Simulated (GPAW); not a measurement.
# SnSe (Fm-3m) in GPAW: settings compared, part 2 of 2

GPAW 26.7.0. Earlier steps stand in the parts before.

## Step 3: Band structure, LDA, spin-orbit coupling, no magnetisation

Input file run.py:

```python
import numpy as np
from ase import Atoms
from ase.dft.bandgap import bandgap
from ase.io import write
from ase.units import GPa
from gpaw import GPAW, PW
from gpaw.spinorbit import soc_eigenstates

atoms = Atoms(['Sn', 'Se'],
              cell=[[0.0, 3.01, 3.01],
                    [3.01, 0.0, 3.01],
                    [3.01, 3.01, 0.0]],
              scaled_positions=[[0.0, 0.0, 0.0],
                                [0.5, 0.5, 0.5]],
              pbc=True)

calc = GPAW(mode=PW(600),
            xc='LDA',
            kpts={'size': (6, 6, 6), 'gamma': True},
            occupations={'name': 'fermi-dirac', 'width': 0.05},
            nbands=19,
            convergence={'density': 1e-05, 'energy': 1e-05},
            maxiter=150,
            txt='gpaw.txt')
atoms.calc = calc
energy = atoms.get_potential_energy()
forces = atoms.get_forces()
stress = atoms.get_stress()
calc.write('gs.gpw')
write('result.traj', atoms)
print(f'Energy: {energy:.6f} eV')
print('Forces (eV/A):')
print(forces.round(4))
print('Stress (GPa):', (stress / GPa).round(3))
print('Fermi level:', round(calc.get_fermi_level(), 4), 'eV')
print(f'Gap: {bandgap(calc)[0]:.4f} eV, direct: {bandgap(calc, direct=True)[0]:.4f} eV')

path = atoms.cell.bandpath('GXWKGLUWLK,UX', npoints=60, eps=1e-4)
bs_calc = calc.fixed_density(kpts=path, symmetry='off', nbands=31,
                             convergence={'bands': 'CBM+6.0', 'eigenstates': 1e-6}, txt='bands.txt')
bs = bs_calc.band_structure()
bs.write('bs.json')
print(f'Gap on the path: {bandgap(bs_calc)[0]:.4f} eV')

soc = soc_eigenstates(bs_calc, theta=0, phi=0)
np.savetxt('soc_bands.dat', soc.eigenvalues(), fmt='%.4f')
mesh = soc_eigenstates('gs.gpw', theta=0, phi=0)
np.savetxt('soc_mesh.dat', mesh.eigenvalues(), fmt='%.4f')
print('Fermi level with spin-orbit coupling:', round(mesh.fermi_level, 4), 'eV')
```

Potentials or basis: the program's PAW data sets (release 1.2.1) made for this functional, pw.

Launch:

```
$ OMP_NUM_THREADS=1 python run.py
```

gpaw.txt:

```text
__  _  _
 | _ |_)|_||  |
 |__||  | ||/\| - 26.7.0

Input parameters:
  mode=PW(ecut=600.0),
  convergence={'density': 1e-05, 'energy': 1e-05},
  kpts=MonkhorstPack(size=(6, 6, 6), gamma=True),
  maxiter=150,
  nbands=19,
  occupations=Occupations(name='fermi-dirac', width=0.05),
  xc=XC(name='LDA')

Diagonalizing LCAO Hamiltonian
Converting LCAO to pw mode

                Se

       Sn

Atoms  # Å, Bohr magnetons
|   | symbol |        x |        y |        z |    initial magnetic moments |
|---|--------|----------|----------|----------|-----------------------------|
| 0 |     Sn | 0.000000 | 0.000000 | 0.000000 | ( 0.0000,  0.0000,  0.0000) |
| 1 |     Se | 3.010000 | 3.010000 | 3.010000 | ( 0.0000,  0.0000,  0.0000) |

Unit cell  # Å
| periodic |        x |        y |        z |  lengths |    angles |
|----------|----------|----------|----------|----------|-----------|
|      yes | 0.000000 | 3.010000 | 3.010000 | 4.256783 | 60.000000 |
|      yes | 3.010000 | 0.000000 | 3.010000 | 4.256783 | 60.000000 |
|      yes | 3.010000 | 3.010000 | 0.000000 | 4.256783 | 60.000000 |

Number of symmetries: 48
Symmetry operations  # r_c * U_cc + t_c -> r_c
|    | kind |            matrix            |
|----|------|------------------------------|
|  0 |  σ   |  1, 0, 0,  1, 0,-1,  1,-1, 0 |
|  1 |  C2  |  1, 0, 0,  1,-1, 0,  1, 0,-1 |
|  2 |  E   |  1, 0, 0,  0, 1, 0,  0, 0, 1 |
|  3 |  σ   |  1, 0, 0,  0, 0, 1,  0, 1, 0 |
|  4 |  C4  |  1, 0,-1,  1, 0, 0,  1,-1, 0 |
|  5 |  S6  |  1, 0,-1,  1,-1, 0,  1, 0, 0 |
|  6 |  σ   |  1, 0,-1,  0, 1,-1,  0, 0,-1 |
|  7 |  C3  |  1, 0,-1,  0, 0,-1,  0, 1,-1 |
|  8 |  S6  |  1,-1, 0,  1, 0, 0,  1, 0,-1 |
|  9 |  C4  |  1,-1, 0,  1, 0,-1,  1, 0, 0 |
| 10 |  C3  |  1,-1, 0,  0,-1, 1,  0,-1, 0 |
| 11 |  σ   |  1,-1, 0,  0,-1, 0,  0,-1, 1 |
| 12 |  σ   |  0, 1, 0,  1, 0, 0,  0, 0, 1 |
| 13 |  C4  |  0, 1, 0,  0, 1,-1, -1, 1, 0 |
| 14 |  C3  |  0, 1, 0,  0, 0, 1,  1, 0, 0 |
| 15 |  S6  |  0, 1, 0, -1, 1, 0,  0, 1,-1 |
| 16 |  C2  |  0, 1,-1,  1, 0,-1,  0, 0,-1 |
| 17 |  σ   |  0, 1,-1,  0, 1, 0, -1, 1, 0 |
| 18 |  S4  |  0, 1,-1,  0, 0,-1,  1, 0,-1 |
| 19 |  C4  |  0, 1,-1, -1, 1, 0,  0, 1, 0 |
| 20 |  C3  |  0, 0, 1,  1, 0, 0,  0, 1, 0 |
| 21 |  σ   |  0, 0, 1,  0, 1, 0,  1, 0, 0 |
| 22 |  S6  |  0, 0, 1,  0,-1, 1, -1, 0, 1 |
| 23 |  C4  |  0, 0, 1, -1, 0, 1,  0,-1, 1 |
| 24 |  S4  |  0, 0,-1,  1, 0,-1,  0, 1,-1 |
| 25 |  C3  |  0, 0,-1,  0, 1,-1,  1, 0,-1 |
| 26 |  C2  |  0, 0,-1,  0,-1, 0, -1, 0, 0 |
| 27 |  S6  |  0, 0,-1, -1, 0, 0,  0,-1, 0 |
| 28 |  S4  |  0,-1, 1,  1,-1, 0,  0,-1, 0 |
| 29 |  C4  |  0,-1, 1,  0, 0, 1, -1, 0, 1 |
| 30 |  C2  |  0,-1, 1,  0,-1, 0,  1,-1, 0 |
| 31 |  σ   |  0,-1, 1, -1, 0, 1,  0, 0, 1 |
| 32 |  C3  |  0,-1, 0,  1,-1, 0,  0,-1, 1 |
| 33 |  S6  |  0,-1, 0,  0, 0,-1, -1, 0, 0 |
| 34 |  S4  |  0,-1, 0,  0,-1, 1,  1,-1, 0 |
| 35 |  C2  |  0,-1, 0, -1, 0, 0,  0, 0,-1 |
| 36 |  C2  | -1, 1, 0,  0, 1, 0,  0, 1,-1 |
| 37 |  S6  | -1, 1, 0,  0, 1,-1,  0, 1, 0 |
| 38 |  S4  | -1, 1, 0, -1, 0, 1, -1, 0, 0 |
| 39 |  C3  | -1, 1, 0, -1, 0, 0, -1, 0, 1 |
| 40 |  S6  | -1, 0, 1,  0, 0, 1,  0,-1, 1 |
| 41 |  C2  | -1, 0, 1,  0,-1, 1,  0, 0, 1 |
| 42 |  C3  | -1, 0, 1, -1, 1, 0, -1, 0, 0 |
| 43 |  S4  | -1, 0, 1, -1, 0, 0, -1, 1, 0 |
| 44 |  C2  | -1, 0, 0,  0, 0,-1,  0,-1, 0 |
| 45 |  i   | -1, 0, 0,  0,-1, 0,  0, 0,-1 |
| 46 |  σ   | -1, 0, 0, -1, 1, 0, -1, 0, 1 |
| 47 |  C2  | -1, 0, 0, -1, 0, 1, -1, 1, 0 |

BZ-sampling:
  Number of BZ points: 216
  Number of IBZ points: 16

  Monkhorst-Pack size: [6, 6, 6]
  Monkhorst-Pack shift: [0.08333333333333333, 0.08333333333333333, 0.08333333333333333]

K-points  # in reciprocal-cell coordinates
|     |                                coordinates |     weight |
|-----|--------------------------------------------|------------|
|   0 | (  0.00000000,   0.00000000,   0.00000000) | 0.00462963 |
|   1 | (  0.16666667,   0.16666667,   0.00000000) | 0.02777778 |
|   2 | (  0.16666667,   0.16666667,   0.16666667) | 0.03703704 |
|   3 | (  0.33333333,   0.16666667,   0.16666667) | 0.05555556 |
|   4 | (  0.33333333,   0.33333333,  -0.33333333) | 0.05555556 |
|   5 | (  0.33333333,   0.33333333,   0.00000000) | 0.02777778 |
|   6 | (  0.33333333,   0.33333333,   0.16666667) | 0.11111111 |
|   7 | (  0.33333333,   0.33333333,   0.33333333) | 0.03703704 |
|   8 | (  0.50000000,   0.33333333,  -0.33333333) | 0.11111111 |
|   9 | (  0.50000000,   0.33333333,  -0.16666667) | 0.05555556 |
| ... |                                            |            |
|  15 | (  0.50000000,   0.50000000,   0.50000000) | 0.01851852 |

Plane wave coefficients: 1853
Cutoff: 600.0 eV

Spin-components: 1 (collinear spins)
Bands:           19
Projectors:      11
Spin-degeneracy: 2
Datatype:        complex128

Parallelization:
  kpt:    1
  domain: 1
  band:   1

Density:
  Valence electrons: 20.0
  Components: 1
  Grid points: [25 25 25]
  Charge: 0.0  # |e|

Potential:
  Grid points: [25 25 25]

species:
  Sn:
    name:    Tin
    Z:       50.0
    valence: 14
    core:    36
    charge:  0.0  # [|e|]
    compensation charges:
      type: gauss
      rc: 0.38  # [Å]
      lmax: 2
    cutoffs:
      filter: 2.23  # [Å]
      core: 2.35  # [Å]
    projectors
    | kind |    occ | energy [eV] | rcut [Å] |
    |------|--------|-------------|----------|
    |   5s |  2.000 |     -10.799 |    1.201 |
    |   5p |  2.000 |      -3.869 |    1.270 |
    |   4d | 10.000 |     -25.910 |    1.185 |
    |    s |        |      16.413 |    1.201 |
    |    p |        |      23.342 |    1.270 |
    |    d |        |       1.302 |    1.185 |

    Using partial waves for Sn as LCAO basis

  Se:
    name:    Selenium
    Z:       34.0
    valence: 6
    core:    28
    charge:  0.0  # [|e|]
    compensation charges:
      type: gauss
      rc: 0.27  # [Å]
      lmax: 2
    cutoffs:
      filter: 1.77  # [Å]
      core: 2.67  # [Å]
    projectors
    | kind |    occ | energy [eV] | rcut [Å] |
    |------|--------|-------------|----------|
    |   4s |  2.000 |     -17.472 |    0.847 |
    |   4p |  4.000 |      -6.656 |    1.005 |
    |    s |        |       9.739 |    0.847 |
    |    p |        |      20.555 |    1.005 |
    |    d |        |       0.000 |    0.847 |

    Using partial waves for Se as LCAO basis

Reference energy: -233882.760451  # eV

eigensolver:
  PPCG
  Converge bands: occupied
  niter=2

density mixing:
  MSR1-Mixer
  Pratt-step length: 0.05
  Maximum mixing coefficient: 0.75
  Old densities: 10
  SVD Regularization: 0.005
  Good broyden scale: 1.0
  Trust region scale: 1.0
  Backstep threshold: 4.0
  History deletion threshold: 6.0
  Fourier metric: weight=20.0, sigma=0.015

occupation numbers:
  Fermi-Dirac:
    width: 0.0500  # eV

poisson solver:
  ecut: 4800.0  # eV

xc functional:
  name: None

convergence criteria:
- Maximum integral of absolute [dens]ity change: 1e-05 electrons / valence electron
- Maximum [total energy] change in last 3 cyles: 1e-05 eV / valence electron
- Maximum integral of absolute [eigenst]ate change: 4e-08 eV^2 / valence electron
maximum number of iterations: 150

SCF iterations
|iter     | |      energy | eigst |  dens |
|---------|-|-------------|-------|-------|
|iter:   1| |   -9.874968 | -0.23 |       |
|iter:   2| |   -9.840255 | -2.46 | -1.34 |
|iter:   3| |   -9.722682 | -2.53 | -1.39 |
|iter:   4| |   -9.721578 | -4.33 | -2.00 |
|iter:   5| |   -9.721443 | -5.00 | -2.43 |
|iter:   6| |   -9.721443c| -6.20 | -3.41 |
|iter:   7| |   -9.721443c| -7.10 | -3.96 |
|iter:   8| |   -9.721443c| -7.56c| -4.74 |
|iter:   9| |   -9.721443c| -8.16c| -5.52c|

Converged in 9 steps
Energy contributions relative to reference atoms: (reference = -233882.760451)

Energy contributions:
  Kinetic:           8.283387
  Coulomb:          -9.270279
  Zero:             -0.012592
  External:          0.000000
  Xc:               -8.721931
  Entropy:          -0.000057
  Spinorbit:         0.000000
  ----------------------------
  Free energy:      -9.721472
  Extrapolated:     -9.721443

dipole moment: (-20.558777, -20.558777, -20.558777)  # |e|*Ang

Fermi level: 5.930
Eigenvalues  # (at kpt = [0.000, 0.000, 0.000])
| band index |      eig [eV] | occ [0-2] |
|------------|---------------|-----------|
|          0 |       -15.734 |     2.000 |
|        ... |               |           |
|          2 |       -15.727 |     2.000 |
|          3 |       -15.727 |     2.000 |
|          4 |       -15.727 |     2.000 |
|          5 |        -8.171 |     2.000 |
|          6 |         0.511 |     2.000 |
|          7 |         3.551 |     2.000 |
[... 9 lines left out ...]
|         17 |        13.955 |     0.000 |
|         18 |        13.955 |     0.000 |

Gap: 0.616 eV
Transition (v -> c):
  (s=0, k=15, n=9, [0.50, 0.50, 0.50]) -> (s=0, k=15, n=10, [0.50, 0.50, 0.50])
No difference between direct/indirect transitions

Forces  # eV/Ang
|        x |        y |        z |
|----------|----------|----------|
|  0.00000 | -0.00000 | -0.00000 |  # Sn   0
| -0.00000 | -0.00000 |  0.00000 |  # Se   1

Stress tensor  # eV/Ang^3
|        x |        y |        z |
|----------|----------|----------|
| 0.023843 | 0.000000 | 0.000000 |
| 0.000000 | 0.023843 | 0.000000 |
| 0.000000 | 0.000000 | 0.023843 |

# Writing to gs.gpw (mode='')
```

Run time: 41 s. Hardware: 1 thread of Arm Neoverse V1, shared host; peak memory 0.27 GiB.

What came out:

```
Free energy             : -9.7215 eV
Pressure                : -3.8 GPa
Band gap along the path : 0.27 eV, indirect (least direct gap 0.29 eV)
```

Levels at the corners of the path, in eV from the valence-band top:
| point | band 18 | band 19 | band 20 | band 21 | band 22 | band 23 |
| --- | --- | --- | --- | --- | --- | --- |
| Γ | -1.95 | -1.95 | -1.95 | 3.68 | 3.68 | 4.57 |
| X | -3.71 | -3.42 | -3.42 | 3.07 | 3.07 | 4.98 |
| W | -4.64 | -0.75 | -0.75 | 1.45 | 1.45 | 4.75 |
| K | -3.11 | -2.42 | -2.42 | 3.14 | 3.14 | 3.68 |
| Γ | -1.95 | -1.95 | -1.95 | 3.68 | 3.68 | 4.57 |
| L | -1.72 | -0.09 | -0.09 | 0.59 | 0.59 | 1.07 |
| U | -3.11 | -2.42 | -2.42 | 3.14 | 3.14 | 3.68 |
| W | -4.64 | -0.75 | -0.75 | 1.45 | 1.45 | 4.75 |
| L | -1.72 | -0.09 | -0.09 | 0.59 | 0.59 | 1.07 |
| K | -3.11 | -2.42 | -2.42 | 3.14 | 3.14 | 3.68 |
| U | -3.11 | -2.42 | -2.42 | 3.14 | 3.14 | 3.68 |
| X | -3.71 | -3.42 | -3.42 | 3.07 | 3.07 | 4.98 |

Caveat: spin-orbit coupling was added after a scalar SCF, so levels and gaps hold it while energy, forces, pressure and moments don't; this program's spin-orbit splittings come out too wide for heavy elements.

## Step 4: Equation of state, PBE0

Input file run.py:

```python
from ase.eos import EquationOfState
from ase.io import Trajectory, read
from ase.units import GPa
from ase.parallel import parprint
from gpaw import GPAW, PW

atoms = read('POSCAR')

traj = Trajectory('eos.traj', 'w')
volumes, energies = [], []
for x in [0.94, 0.96, 0.98, 1.0, 1.02, 1.04, 1.06]:
    a = atoms.copy()
    a.set_cell(atoms.cell * x**(1 / 3), scale_atoms=True)
    calc = GPAW(mode=PW(450),
                xc='PBE0',
                kpts={'size': (2, 2, 2), 'gamma': True},
                occupations={'name': 'fermi-dirac', 'width': 0.05},
                nbands=15,
                convergence={'density': 1e-05, 'energy': 1e-05},
                maxiter=60,
                txt=f'eos-{x:.2f}.txt')
    a.calc = calc
    energies.append(a.get_potential_energy(force_consistent=True))
    volumes.append(a.get_volume())
    calc.write(f'eos-{x:.2f}.gpw')
    traj.write(a)
    parprint(f'{x:.2f} {volumes[-1]:10.4f} A^3 {energies[-1]:14.6f} eV', flush=True)

v0, e0, B = EquationOfState(volumes, energies, eos='birchmurnaghan').fit()
parprint(f'V0 = {v0:.4f} A^3, E0 = {e0:.6f} eV, B0 = {B / GPa:.2f} GPa')
```

Input file POSCAR:

```
SnSe
1.0
    0.0000000000      3.0100000000      3.0100000000
    3.0100000000      0.0000000000      3.0100000000
    3.0100000000      3.0100000000      0.0000000000
Sn Se
1 1
Direct
    0.0000000000      0.0000000000      0.0000000000
    0.5000000000      0.5000000000      0.5000000000
```

Potentials or basis: GPAW PAW data sets (gpaw-data 1.2.1), pw.

Launch:

```
$ OMP_NUM_THREADS=1 mpirun -n 4 gpaw python run.py
```

Wall time 5.8 min (4 MPI ranks of Arm Neoverse V1, shared host); peak memory 0.17 GiB.

Energy against volume, from the lowest point:
```tsv
volume (Å³/atom)	energy (meV/atom)
25.635	1.31
26.180	0.00
26.725	7.26
27.271	18.99
```

Caveat: the k mesh is coarse (spacing up to 0.90 Å⁻¹), so the values aren't converged, least of all with exact exchange; exact exchange converges slowly with the k mesh, and this mesh is small; the PAW data sets were made with another functional, which shifts forces and pressure a little.

## Step 5: The runs side by side

```tsv
task	level	potentials or basis	spin	k mesh	cutoff (eV)	maxiter	band path	band points	spin axis theta (degrees)	spin axis phi (degrees)	mesh quality	pressure (GPa)
band structure	PBE	PAW data sets generated in the run's folder for this functional, pw	off	6 × 6 × 6	600	150	GXWKGLUWLK,UX	60	-	-	not flagged	0.4
band structure	LDA	the program's PAW data sets (release 1.2.1) made for this functional, pw	SOC, no magnetisation	6 × 6 × 6	600	150	GXWKGLUWLK,UX	60	0	0	not flagged	-3.8
equation of state	PBE0	GPAW PAW data sets (gpaw-data 1.2.1), pw	off	2 × 2 × 2	450	60	-	-	-	-	coarse	-
```

Alike in all rows: cell as given; smearing fermi-dirac 0.05 eV.

Caveats: some runs use coarse meshes; spin-orbit coupling is left out, which moves the levels of the heavy elements (some runs); spin-orbit coupling was added after a scalar SCF, so levels and gaps hold it while energy, forces, pressure and moments don't (some runs); this program's spin-orbit splittings come out too wide for heavy elements (some runs); exact exchange converges slowly with the k mesh, and this mesh is small (some runs); the PAW data sets were made with another functional, which shifts forces and pressure a little (some runs).

Absolute energies hang on the potentials; compare differences alone.
